The equilibrium volume of a crystal is the volume per atom at which its energy is lowest, and the bulk modulus B is the pressure needed per unit of fractional compression at that point. Here both come from a curve: each program computed the energy of tungsten carbide, WC, at six or seven volumes, and a smooth equation of state was laid through the points. The functional is the same throughout, without magnetism or spin-orbit coupling. The differences between rows therefore tell how the programs represent the electrons, and not how close the functional comes to a real crystal.

Kohn-Sham DFT with the PBE functional for hexagonal WC (space group P-6m2), without spin polarisation or spin-orbit coupling, on a 10×10×9 k-point mesh with Fermi-Dirac smearing of 0.05 eV. Volume, bulk modulus and its pressure slope come from Birch-Murnaghan fits for a static lattice. The basis is given as plane-wave cutoff, RKmax or orbital set.

| program | potentials | basis | equilibrium volume (Å³/atom) | bulk modulus (GPa) | bulk modulus slope |
| --- | --- | --- | --- | --- | --- |
| GPAW | GPAW PAW data sets (gpaw data 1.2.1) | 800 eV | 10.522 | 389.0 | 4.270 |
| Ansatz | Ansatz PAW | 420 eV | 10.523 | 387.9 | 4.240 |
| JDFTx | PseudoDojo SR PBE 0.5 standard | 1116 eV | 10.529 | 387.3 | 4.280 |
| ABACUS | PseudoDojo NC SR 0.4.1 PBE standard | 1116 eV | 10.529 | 387.3 | 4.270 |
| exciting | all electron LAPW+lo, shipped species files | 7.5 RKmax | 10.534 | 386.0 | 4.120 |
| Quantum ESPRESSO | SSSP 1.3 efficiency PBE | 748 eV | 10.546 | 388.6 | 4.290 |
| ABINIT | JTH PAW PBE v2.0 | 517 eV | 10.549 | 389.6 | 4.200 |
| SIESTA | PseudoDojo 0.4 standard, converted to PSML | DZP | 10.668 | 381.7 | 4.310 |

Seven of the eight volumes lie within 0.027 Å³/atom of each other, about a quarter of a percent. SIESTA stands apart, with a volume 1.3 % above that of ABACUS. It also has the lowest modulus, which looks natural, since a swollen crystal ought to be a softer one. The volume has a simple explanation, but the modulus turns out to hide a stiffer energy curve.

ABACUS is the best partner for a comparison, because it uses closely related potentials and differs mainly in how it builds the wave functions. It uses plane waves, which fill all space evenly and can be refined by raising one cutoff. SIESTA uses a small set of atomic orbitals, labelled DZP: two radial shapes for each valence shell, plus functions that let the atom polarise. At the middle of the volume range its energy lies 0.34 eV/atom above that of ABACUS. That is the direction theory leads us to expect, since a restricted set of functions can only raise the energy of a given Hamiltonian. The converted potential need not give exactly the same Hamiltonian, so part of the offset may come from it.

An energy error of this size sounds alarming, yet most of it does no harm to the volume. If it were the same at every volume, it would lift the whole curve and leave the minimum where it was. What moves the minimum is the tilt of the error, its change from one volume to the next. In SIESTA the error grows as the crystal is compressed, so the crystal lowers its energy by expanding, as if an extra pressure pushed from within.

This gives a simple model. Near its minimum at volume V₀, the reference curve has the slope B(V − V₀)/V₀. Adding an error δ(V) moves the minimum to the place where the two slopes cancel. The shift is ΔV = V₀Δp/B, where the extra pressure Δp is the slope of δ with its sign reversed.

For SIESTA the estimate runs as follows. Between two volumes 0.415 Å³/atom apart, on either side of the minimum, its error relative to ABACUS falls by 13.2 meV/atom as the crystal expands. Dividing one by the other gives 0.032 eV/Å³, which is a pressure of 5.1 GPa.

Divided by the ABACUS modulus of 387 GPa, this pressure is a fractional expansion of 1.3 %. Multiplied by the ABACUS volume of 10.529 Å³/atom, it becomes a shift of 0.139 Å³/atom, the same as the difference in the table. The match to the last figure owes something to the choice of the two volumes, but the size is robust. The change of the error between them, only a few hundredths of its size, is enough to account for the displacement.

The formula has no adjustable constant, and the output after this text applies it to every row, with ABACUS as the reference. It reproduces the small shifts as well as the large one. The visible mismatch for exciting comes from the estimate itself, for which the energies of that program were rounded to 0.001 eV, too coarse for such a fine difference; with the energies as recorded, the estimated shift agrees with the table there too. The agreement is a matter of consistency, because volumes and tilts come from the same energy curves. It shows how little tilt is needed to move a volume, while the origin of the tilt has to be argued separately.

The most likely origin is the short orbital basis. The SIESTA run reports an error of about 0.03 hartree in the tungsten level from which it builds the basis over a semicore shell, a filled shell just below the valence electrons; for carbon it reports none. Orbitals shaped for a free atom have little freedom to adapt when neighbours press closer and the electron density must change its form. Against this, close neighbours lend each other their functions, which helps a poor basis more in a compressed crystal. The energies show that the error grows on compression here, but the argument alone would not fix that sign for another compound.

The modulus needs a second look, because each program quotes it at its own equilibrium volume. A crystal becomes softer as it expands, at a rate given by the bulk modulus slope, the change of B with pressure. Carried along its own curve to the larger SIESTA volume, the ABACUS modulus would drop by 21 GPa. The SIESTA value is lower by only 6 GPa, so something in its energy curve makes up the other 15 GPa.

That something is the curvature of the same error. As the crystal expands, the error falls by 23 meV/atom over the first half of the volume range and by 19 meV/atom over the second. It flattens out, which means that it curves upwards, and an upward curve added to the energy makes the crystal stiffer. A rough estimate from the three volumes that bound these halves gives 17.5 GPa, near the 15 GPa to be explained; it averages the curvature over the whole range, so an exact match isn't expected. Compared at one common volume, SIESTA in fact has the highest modulus of all eight rows. Its low entry in the table is the result of two larger effects that partly cancel.

The remaining seven rows call for more restraint. JDFTx and ABACUS share a cutoff and two versions of one family of potentials, and they give the same volume and modulus, although their total energies differ by about 97 eV/atom, an offset that is nearly constant and so does no harm. The other rows differ in potential, basis and cutoff at once, and their order can't be assigned to any one of these. In ABINIT, the volume at which the computed stress vanishes lies 0.01 Å³/atom below the volume of lowest energy, a known effect of keeping the plane-wave basis fixed while the cell changes. That gap marks an incomplete basis and is comparable with the distances between neighbouring rows, although the volumes in the table come from the energies, which are expected to suffer less than the stress. The all-electron program exciting, which replaces no core by a potential, sits inside the group, so no large error from pseudised cores shows at this level, though its own basis is a working setting and not a converged limit. The bulk modulus slope rests on a third derivative of the energy and is the column most sensitive to scatter in the points. The two lowest values belong to exciting, fitted with six points instead of seven, and to ABINIT, whose points scatter most about the fitted curve, so they are more likely noise than physics.

The same reasoning carries over to a softer material. For an equal extra pressure, a metal with half the modulus of WC would expand by about twice the fraction. A hard crystal turns a given tilt into a small shift, but the tilt itself changes from one material to another, so a basis that looks acceptable in a hard crystal deserves a fresh check in a soft one. The useful check is whether the energy error stays constant over the range of volumes, since its size at one volume doesn't decide the matter.

One question remains open: how much of the SIESTA tilt belongs to the orbitals of tungsten and carbon, and how much to the converted potential? Runs with the same potential and a richer basis, first on tungsten and then on both atoms, would help to separate these parts. If the orbitals are to blame, the volume should move back towards the other seven, and the modulus at a common volume should fall with it.

Printed output of the fit:

```
Each row against ABACUS:
               row  tilt in meV/atom  extra pressure in GPa  estimated volume shift in A^3/atom  computed volume shift in A^3/atom  modulus at the ABACUS volume in GPa
              GPAW              0.67                -0.2586                           -0.007031                             -0.007                                387.9
            Ansatz              0.57                  -0.22                           -0.005982                             -0.006                                  387
             JDFTx              0.01               -0.00386                          -0.0001049                                  0                                387.3
            ABACUS                 0                      0                                   0                                  0                                387.3
          exciting             -0.82                 0.3165                            0.008605                              0.005                                386.8
  Quantum ESPRESSO             -1.56                 0.6022                             0.01637                              0.017                                391.3
            ABINIT             -1.81                 0.6987                             0.01899                               0.02                                392.7
            SIESTA            -13.23                  5.107                              0.1388                              0.139                                403.9
Spread of the seven volumes without SIESTA in A^3/atom: 0.027
SIESTA volume above ABACUS in percent: 1.32
Largest distance of the six other rows from exciting in A^3/atom: 0.015
SIESTA energy above ABACUS at the smallest volume in eV/atom: 0.3652
SIESTA energy above ABACUS at the middle volume in eV/atom: 0.342
SIESTA energy above ABACUS at the largest volume in eV/atom: 0.3229
Stiffening expected from the curvature of this penalty in GPa: 17.54
ABACUS modulus carried to the SIESTA volume in GPa: 366.2
Change of modulus by the larger volume alone in GPa: -21.09
Remaining change of modulus at the SIESTA volume in GPa: 15.49
Net change of modulus from ABACUS to SIESTA in GPa: -5.6
ABINIT volume of zero stress less volume of lowest energy in A^3/atom: -0.00959
```
